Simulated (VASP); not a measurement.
# CsPbCl3 (Pm-3m) in VASP: reference runs

How does CsPbCl3 come out in PBEsol? The cell is run as given and disturbed.

Everything below comes from runs of VASP 6.6.1. Logs are shortened: lines on timing, memory, paths and dates and some standing lists are left out, and cuts for length are marked.

### Step 1. Starting point

Symmetry: Pm-3m, No. 221, cubic system. The conventional cell has a = 5.605 Å, b = 5.605 Å, c = 5.605 Å, α = 90.00°, β = 90.00°, γ = 90.00°. Pb (site symmetry m-3m) has 6 Cl at 2.80 Å as nearest neighbours. Around Cs (site symmetry m-3m) lie 12 Cl at 3.96 Å. Around Cl (site symmetry 4/mmm) lie 2 Pb at 2.80 Å.

### Step 2. Single point, PBEsol

File INCAR:

```
PREC = Accurate
ENCUT = 520
EDIFF = 1E-7
ISMEAR = -1
SIGMA = 0.05
LREAL = F
LASPH = T
NELM = 80
ALGO = Normal
ISIF = 2
LWAVE = F
LCHARG = F
GGA = PS
NBANDS = 30
KPAR = 2
```

File KPOINTS:

```
regular mesh
0
Gamma
  5 5 5
```

File POSCAR:

```
CsPbCl3
1.0
    5.6050000000      0.0000000000      0.0000000000
    0.0000000000      5.6050000000      0.0000000000
    0.0000000000      0.0000000000      5.6050000000
Pb Cs Cl
1 1 3
Direct
    0.5000000000      0.5000000000      0.5000000000
    0.0000000000      0.0000000000      0.0000000000
    0.5000000000      0.0000000000      0.5000000000
    0.0000000000      0.5000000000      0.5000000000
    0.5000000000      0.5000000000      0.0000000000
```

Potentials or basis: VASP PAW PBE potentials, release 64 (Pb_d, Cs_sv, Cl).

On the command line:

```
$ cat potpaw_PBE.64/Pb_d/POTCAR potpaw_PBE.64/Cs_sv/POTCAR potpaw_PBE.64/Cl/POTCAR > POTCAR
$ mpirun -np 2 vasp_std > vasp.out
```

OUTCAR:

```text
PREC = Accurate
   ENCUT = 520
   EDIFF = 1E-7
   ISMEAR = -1
   LREAL = F
   LASPH = T
   NELM = 80
   ISIF = 2
   GGA = PS

 ion  position               nearest neighbor table
   1  0.500  0.500  0.500-   3 2.80   4 2.80   5 2.80   5 2.80   3 2.80   4 2.80
   2  0.000  0.000  0.000-
   3  0.500  0.000  0.500-   1 2.80   1 2.80
   4  0.000  0.500  0.500-   1 2.80   1 2.80
   5  0.500  0.500  0.000-   1 2.80   1 2.80

  LATTYP: Found a simple cubic cell.
 ALAT       =     5.6050000000

  Lattice vectors:

 A1 = (   5.6050000000,   0.0000000000,   0.0000000000)
 A2 = (   0.0000000000,   5.6050000000,   0.0000000000)
 A3 = (   0.0000000000,   0.0000000000,   5.6050000000)

Analysis of symmetry for initial positions (statically):
=====================================================================
 Subroutine PRICEL returns:
 Original cell was already a primitive cell.

 Routine SETGRP: Setting up the symmetry group for a
 simple cubic supercell.

 Subroutine GETGRP returns: Found 48 space group operations
 (whereof 48 operations were pure point group operations)
 out of a pool of 48 trial point group operations.

The static configuration has the point symmetry O_h .

Analysis of symmetry for dynamics (positions and initial velocities):
=====================================================================
 Subroutine PRICEL returns:
 Original cell was already a primitive cell.

 Routine SETGRP: Setting up the symmetry group for a
 simple cubic supercell.

 Subroutine GETGRP returns: Found 48 space group operations
 (whereof 48 operations were pure point group operations)
 out of a pool of 48 trial point group operations.

The dynamic configuration has the point symmetry O_h .

 Subroutine INISYM returns: Found 48 space group operations
 (whereof 48 operations are pure point group operations),
 and found     1 'primitive' translations

----------------------------------------------------------------------------------------

                                     Primitive cell

  volume of cell :     176.0868

  direct lattice vectors                    reciprocal lattice vectors
     5.605000000  0.000000000  0.000000000     0.178412132  0.000000000  0.000000000
     0.000000000  5.605000000  0.000000000     0.000000000  0.178412132  0.000000000
     0.000000000  0.000000000  5.605000000     0.000000000  0.000000000  0.178412132

  length of vectors
     5.605000000  5.605000000  5.605000000     0.178412132  0.178412132  0.178412132

  position of ions in fractional coordinates (direct lattice)
     0.500000000  0.500000000  0.500000000
     0.000000000  0.000000000  0.000000000
     0.500000000  0.000000000  0.500000000
     0.000000000  0.500000000  0.500000000
     0.500000000  0.500000000  0.000000000

  ion indices of the primitive-cell ions
   primitive index   ion index
                 1           1
                 2           2
                 3           3
                 4           4
                 5           5

----------------------------------------------------------------------------------------

 KPOINTS: regular mesh

Automatic generation of k-mesh.
 Grid dimensions read from file:
 generate k-points for:    5    5    5

 Generating k-lattice:

  Cartesian coordinates                     Fractional coordinates (reciprocal lattice)
     0.035682426  0.000000000  0.000000000     0.200000000  0.000000000  0.000000000
     0.000000000  0.035682426  0.000000000     0.000000000  0.200000000  0.000000000
     0.000000000  0.000000000  0.035682426     0.000000000  0.000000000  0.200000000

  Length of vectors
     0.035682426  0.035682426  0.035682426

  Shift w.r.t. Gamma in fractional coordinates (k-lattice)
     0.000000000  0.000000000  0.000000000

 Subroutine IBZKPT returns following result:
 ===========================================

 Found     10 irreducible k-points:

 Following reciprocal coordinates:
            Coordinates               Weight
  0.000000  0.000000  0.000000      1.000000
  0.200000  0.000000  0.000000      6.000000
  0.400000  0.000000  0.000000      6.000000
  0.200000  0.200000  0.000000     12.000000
  0.400000  0.200000  0.000000     24.000000
  0.400000  0.400000  0.000000     12.000000
  0.200000  0.200000  0.200000      8.000000
  0.400000  0.200000  0.200000     24.000000
  0.400000  0.400000  0.200000     24.000000
  0.400000  0.400000  0.400000      8.000000
   k-points           NKPTS =     10   k-points in BZ     NKDIM =     10   number of bands    NBANDS=     30
   number of dos      NEDOS =    301   number of ions     NIONS =      5
   total plane-waves  NPLWV =  74088
   dimension x,y,z NGX =    42 NGY =   42 NGZ =   42
   dimension x,y,z NGXF=    84 NGYF=   84 NGZF=   84
   ions per type =               1   1   3
   NGX,Y,Z   is equivalent  to a cutoff of  12.46, 12.46, 12.46 a.u.
   NGXF,Y,Z  is equivalent  to a cutoff of  24.91, 24.91, 24.91 a.u.
 SYSTEM =  unknown system
   PREC   = accura    normal or accurate (medium, high low for compatibility)
   ISTART =      0    job   : 0-new  1-cont  2-samecut
   ICHARG =      2    charge: 1-file 2-atom 10-const
   ISPIN  =      1    spin polarized calculation?
   LNONCOLLINEAR =      F non collinear calculations
   LSORBIT =      F    spin-orbit coupling
   LASPH  =      T    aspherical Exc in radial PAW
   ENCUT  =  520.0 eV  38.22 Ry    6.18 a.u.  10.42 10.42 10.42*2*pi/ulx,y,z
   NELM   =     80;   NELMIN=  2; NELMDL= -5     # of ELM steps
   EDIFF  = 0.1E-06   stopping-criterion for ELM
   LREAL  =      F    real-space projection
   EDIFFG = 0.1E-05   stopping-criterion for IOM
   NSW    =      0    number of steps for IOM
   IBRION =     -1    ionic relax: 0-MD 1-quasi-New 2-CG
   NFREE  =      0    steps in history (QN), initial steepest desc. (CG)
   ISIF   =      2    stress and relaxation
   ISYM   =      2    0-nonsym 1-usesym 2-fastsym
   POTIM  = 0.5000    time-step for ionic-motion
   TEBEG  =    0.0;   TEEND  =   0.0 temperature during run
   PSTRESS=    0.0 pullay stress
   NELECT =      44.0000    total number of electrons
   NUPDOWN=      -1.0000    fix difference up-down
   EMIN   =  10.00;   EMAX   =-10.00  energy-range for DOS
   EFERMI =   0.00;   METHOD = LEGACY
   ISMEAR =    -1;   SIGMA  =   0.05  broadening in eV -4-tet -1-fermi 0-gaus
   EFERMI_NEDOS =   21; number of points for ismear=-14 and -15
   IALGO  =     38    algorithm
   IMIX   =      4    mixing-type and parameters
     AMIX     =   0.40;   BMIX     =  1.00
     AMIX_MAG =   1.60;   BMIX_MAG =  1.00
  volume/ion in A,a.u.               =      35.22       237.66
  Fermi-wavevector in a.u.,A,eV,Ry     =   1.031138  1.948568 14.466333  1.063245
  Thomas-Fermi vector in A             =   2.165271
   LORBIT       =      0    0 simple, 1 ext, 2 COOP (PROOUT), +10 PAW based schemes
   GGA     = PS    functional components
   LHFCALC =     F    Hartree Fock is set to
   AEXX    =    0.0000 exact exchange contribution
   IVDW    =     0    specifies the selected vdW correction
   LEPSILON=     F    determine dielectric tensor
   LRPA    =     F    only Hartree local field effects (RPA)
 non-spin polarized calculation
  energy-cutoff  :      520.00
  volume of cell :      176.09
 maximum number of plane-waves:      4765
 NGX is ok and might be reduce to    42
   NGX = 21   NGY = 21   NGZ = 21

 number of electron      44.0000004 magnetization

 Free energy of the ion-electron system (eV)
  ---------------------------------------------------
  ext. energy  EPLUGINS =         0.00000000
  ---------------------------------------------------
  free energy    TOTEN  =       -18.38992162 eV

  energy without entropy =      -18.38992162  energy(sigma->0) =      -18.38992162

 E-fermi :   2.1989     XC(G=0):  -8.0096

 val. band max:        1.0884622580   @ k =   0.4000   0.4000   0.4000
 cond. band min:       3.9499544564   @ k =   0.4000   0.4000   0.4000
 fundamental gap:      2.8614921983
 Fermi energy:         2.1989356484

 k-point     1 :       0.0000    0.0000    0.0000
  band No.  band energies     occupation
      1     -19.6343      2.00000
      2     -15.0569      2.00000
      3     -15.0569      2.00000
      4     -14.8004      2.00000
      5     -14.8004      2.00000
      6     -14.8004      2.00000
[... 22 lines left out ...]
     29       7.8157      0.00000
     30       7.8157      0.00000

 k-point     2 :       0.2000    0.0000    0.0000
  band No.  band energies     occupation
      1     -19.6335      2.00000
      2     -15.0568      2.00000
      3     -15.0204      2.00000
      4     -14.8010      2.00000
      5     -14.8010      2.00000
      6     -14.8004      2.00000
[... 22 lines left out ...]
     29       6.9527      0.00000
     30       7.8794      0.00000

 k-point     3 :       0.4000    0.0000    0.0000
  band No.  band energies     occupation
      1     -19.6323      2.00000
      2     -15.0566      2.00000
      3     -14.9594      2.00000
      4     -14.8018      2.00000
      5     -14.8018      2.00000
      6     -14.8004      2.00000
[... 22 lines left out ...]
     29       7.2835      0.00000
     30       8.4049      0.00000

 k-point     4 :       0.2000    0.2000    0.0000
  band No.  band energies     occupation
      1     -19.6328      2.00000
      2     -15.0391      2.00000
      3     -15.0002      2.00000
      4     -14.8015      2.00000
      5     -14.8009      2.00000
      6     -14.8009      2.00000
[... 22 lines left out ...]
     29       7.1692      0.00000
     30       7.7779      0.00000

 k-point     5 :       0.4000    0.2000    0.0000
  band No.  band energies     occupation
      1     -19.6316      2.00000
      2     -15.0332      2.00000
      3     -14.9421      2.00000
      4     -14.8024      2.00000
      5     -14.8018      2.00000
      6     -14.8009      2.00000
[... 22 lines left out ...]
     29       7.4776      0.00000
     30       8.0237      0.00000

 k-point     6 :       0.4000    0.4000    0.0000
  band No.  band energies     occupation
      1     -19.6305      2.00000
      2     -15.0119      2.00000
      3     -14.8939      2.00000
      4     -14.8032      2.00000
      5     -14.8018      2.00000
      6     -14.8018      2.00000
[... 22 lines left out ...]
     29       7.8002      0.00000
     30       7.8631      0.00000

 k-point     7 :       0.2000    0.2000    0.2000
  band No.  band energies     occupation
      1     -19.6321      2.00000
      2     -15.0001      2.00000
      3     -15.0001      2.00000
      4     -14.8015      2.00000
      5     -14.8015      2.00000
      6     -14.8015      2.00000
[... 22 lines left out ...]
     29       7.6110      0.00000
     30       7.6110      0.00000

 k-point     8 :       0.4000    0.2000    0.2000
  band No.  band energies     occupation
      1     -19.6310      2.00000
      2     -15.0000      2.00000
      3     -14.9338      2.00000
      4     -14.8024      2.00000
      5     -14.8023      2.00000
      6     -14.8015      2.00000
[... 22 lines left out ...]
     29       7.7718      0.00000
     30       8.0385      0.00000

 k-point     9 :       0.4000    0.4000    0.2000
  band No.  band energies     occupation
      1     -19.6300      2.00000
      2     -14.9687      2.00000
      3     -14.8938      2.00000
      4     -14.8032      2.00000
      5     -14.8023      2.00000
      6     -14.8023      2.00000
[... 22 lines left out ...]
     29       7.7282      0.00000
     30       7.8120      0.00000

 k-point    10 :       0.4000    0.4000    0.4000
  band No.  band energies     occupation
      1     -19.6291      2.00000
      2     -14.8938      2.00000
      3     -14.8938      2.00000
      4     -14.8033      2.00000
      5     -14.8033      2.00000
      6     -14.8032      2.00000
[... 22 lines left out ...]
     29       7.3427      0.00000
     30       8.2678      0.00000

------------------------ aborting loop because EDIFF is reached ----------------------------------------

  FORCE on cell =-STRESS in cart. coord.  units (eV):
  Direction    XX          YY          ZZ          XY          YZ          ZX
  --------------------------------------------------------------------------------------
  -------------------------------------------------------------------------------------
  Total        0.1228388      0.1228388      0.1228388      0.0000000      0.0000000     -0.0000000
  in kB        1.1176851      1.1176851      1.1176851      0.0000000      0.0000000     -0.0000000
  external PRESSURE =       1.1176851 kB  Pullay stress =       0.0000000 kB

 VOLUME and BASIS-vectors are now :
 -----------------------------------------------------------------------------
  energy-cutoff  :      520.00
  volume of cell :      176.09
      direct lattice vectors                 reciprocal lattice vectors
     5.605000000  0.000000000  0.000000000     0.178412132  0.000000000  0.000000000
     0.000000000  5.605000000  0.000000000     0.000000000  0.178412132  0.000000000
     0.000000000  0.000000000  5.605000000     0.000000000  0.000000000  0.178412132

 POSITION                                       TOTAL-FORCE (eV/Angst)
 -----------------------------------------------------------------------------------
      2.80250      2.80250      2.80250         0.000000      0.000000      0.000000
      0.00000      0.00000      0.00000         0.000000      0.000000      0.000000
      2.80250      0.00000      2.80250         0.000000      0.000000      0.000000
      0.00000      2.80250      2.80250         0.000000      0.000000      0.000000
      2.80250      2.80250      0.00000         0.000000      0.000000      0.000000
 -----------------------------------------------------------------------------------
    total drift:                                0.000000     -0.000000     -0.000000

  FREE ENERGIE OF THE ION-ELECTRON SYSTEM (eV)
  ---------------------------------------------------
  free  energy   TOTEN  =       -18.3899216196 eV

  energy  without entropy=      -18.3899216196  energy(sigma->0) =      -18.38992162
```

Run time: 18 s. Hardware: 2 MPI ranks of Intel Xeon Platinum 8559C (Emerald Rapids), shared host; peak memory 0.26 GiB.

What came out:

```
Free energy            : -18.3899 eV
Pressure               : 0.1 GPa
Band gap on the k mesh : 2.86 eV, direct
```

Caveat: the PAW data sets were made with another functional, which shifts forces and pressure a little; spin-orbit coupling is left out, which as a rule narrows the gap of such compounds by several tenths of an eV; an odd mesh through Γ misses points on the zone boundary, where band edges often lie.

### Step 3. Single point, PBEsol (atoms moved at random, drawn with an rms of 0.05 Å)

INCAR is that of step 2.

KPOINTS is that of step 2.

File POSCAR:

```
CsPbCl3
1.0
    5.6050000000      0.0000000000      0.0000000000
    0.0000000000      5.6050000000      0.0000000000
    0.0000000000      0.0000000000      5.6050000000
Pb Cs Cl
1 1 3
Direct
    0.4937920000      0.4986730000      0.5000720000
   -0.0069170000      0.0008100000      0.0009270000
    0.4971890000      0.0032210000      0.5056030000
   -0.0031200000      0.5006000000      0.5007600000
    0.5014110000      0.5033340000      0.0026590000
```

Potentials or basis: VASP PAW PBE potentials, release 64 (Pb_d, Cs_sv, Cl).

On the command line:

```
$ cat potpaw_PBE.64/Pb_d/POTCAR potpaw_PBE.64/Cs_sv/POTCAR potpaw_PBE.64/Cl/POTCAR > POTCAR
$ mpirun -np 2 vasp_std > vasp.out
```

OUTCAR:

```text
PREC = Accurate
   ENCUT = 520
   EDIFF = 1E-7
   ISMEAR = -1
   LREAL = F
   LASPH = T
   NELM = 80
   ISIF = 2
   GGA = PS

 ion  position               nearest neighbor table
   1  0.494  0.499  0.500-   3 2.78   4 2.79   5 2.79   5 2.82   4 2.82   3 2.83
   2  0.993  0.001  0.001-
   3  0.497  0.003  0.506-   1 2.78   1 2.83
   4  0.997  0.501  0.501-   1 2.79   1 2.82
   5  0.501  0.503  0.003-   1 2.79   1 2.82

  LATTYP: Found a simple cubic cell.
 ALAT       =     5.6050000000

  Lattice vectors:

 A1 = (   5.6050000000,   0.0000000000,   0.0000000000)
 A2 = (   0.0000000000,   5.6050000000,   0.0000000000)
 A3 = (   0.0000000000,   0.0000000000,   5.6050000000)

Analysis of symmetry for initial positions (statically):
=====================================================================
 Subroutine PRICEL returns:
 Original cell was already a primitive cell.

 Routine SETGRP: Setting up the symmetry group for a
 simple cubic supercell.

 Subroutine GETGRP returns: Found  1 space group operations
 (whereof  1 operations were pure point group operations)
 out of a pool of 48 trial point group operations.
[... 173 lines left out ...]
 cond. band min:       3.9269717862   @ k =   0.4000  -0.4000   0.4000
 fundamental gap:      2.8371650480
 Fermi energy:         2.1951770077

 k-point     1 :       0.0000    0.0000    0.0000
  band No.  band energies     occupation
      1     -19.6340      2.00000
      2     -15.0565      2.00000
      3     -15.0558      2.00000
      4     -14.7994      2.00000
      5     -14.7992      2.00000
      6     -14.7991      2.00000
[... 781 lines left out ...]
     29       7.4780      0.00000
     30       8.0256      0.00000

 [... further k-points ...]

------------------------ aborting loop because EDIFF is reached ----------------------------------------

  FORCE on cell =-STRESS in cart. coord.  units (eV):
  Direction    XX          YY          ZZ          XY          YZ          ZX
  --------------------------------------------------------------------------------------
  -------------------------------------------------------------------------------------
  Total        0.1330017      0.1360609      0.1236592      0.0007201     -0.0001037      0.0011657
  in kB        1.2101544      1.2379903      1.1251497      0.0065517     -0.0009434      0.0106069
  external PRESSURE =       1.1910981 kB  Pullay stress =       0.0000000 kB

 VOLUME and BASIS-vectors are now :
 -----------------------------------------------------------------------------
  energy-cutoff  :      520.00
  volume of cell :      176.09
      direct lattice vectors                 reciprocal lattice vectors
     5.605000000  0.000000000  0.000000000     0.178412132  0.000000000  0.000000000
     0.000000000  5.605000000  0.000000000     0.000000000  0.178412132  0.000000000
     0.000000000  0.000000000  5.605000000     0.000000000  0.000000000  0.178412132

 POSITION                                       TOTAL-FORCE (eV/Angst)
 -----------------------------------------------------------------------------------
      2.76770      2.79506      2.80290         0.046932      0.061845      0.037427
      5.56623      0.00454      0.00520        -0.006699     -0.003185     -0.003689
      2.78674      0.01805      2.83390        -0.002304     -0.053976     -0.003258
      5.58751      2.80586      2.80676        -0.033960     -0.001750     -0.001204
      2.81041      2.82119      0.01490        -0.003970     -0.002934     -0.029276
 -----------------------------------------------------------------------------------
    total drift:                               -0.000150      0.000324      0.000005

  FREE ENERGIE OF THE ION-ELECTRON SYSTEM (eV)
  ---------------------------------------------------
  free  energy   TOTEN  =       -18.3884986666 eV

  energy  without entropy=      -18.3884986665  energy(sigma->0) =      -18.38849867
```

Wall time 81 s (2 MPI ranks of Intel Xeon Platinum 8559C (Emerald Rapids), shared host); peak memory 0.44 GiB.

Results:

| Quantity | Value |
| --- | --- |
| Free energy | -18.3885 eV |
| Pressure | 0.1 GPa |
| Largest force | 0.086 eV/Å |
| Band gap on the k mesh | 2.84 eV, direct |

Forces on the atoms (eV/Å):
```
Pb   0.047  0.062  0.037
Cs  -0.007 -0.003 -0.004
Cl  -0.002 -0.054 -0.003
Cl  -0.034 -0.002 -0.001
Cl  -0.004 -0.003 -0.029
```

Levels at points of the mesh, in eV from the valence-band top:
| k point | band 19 | band 20 | band 21 | band 22 | band 23 | band 24 | band 25 | band 26 |
| --- | --- | --- | --- | --- | --- | --- | --- | --- |
| (0.00, 0.00, 0.00) | -2.02 | -1.91 | -1.91 | -1.91 | 3.83 | 4.82 | 4.82 | 5.72 |

Caveat: the PAW data sets were made with another functional, which shifts forces and pressure a little; spin-orbit coupling is left out, which as a rule narrows the gap of such compounds by several tenths of an eV; an odd mesh through Γ misses points on the zone boundary, where band edges often lie.
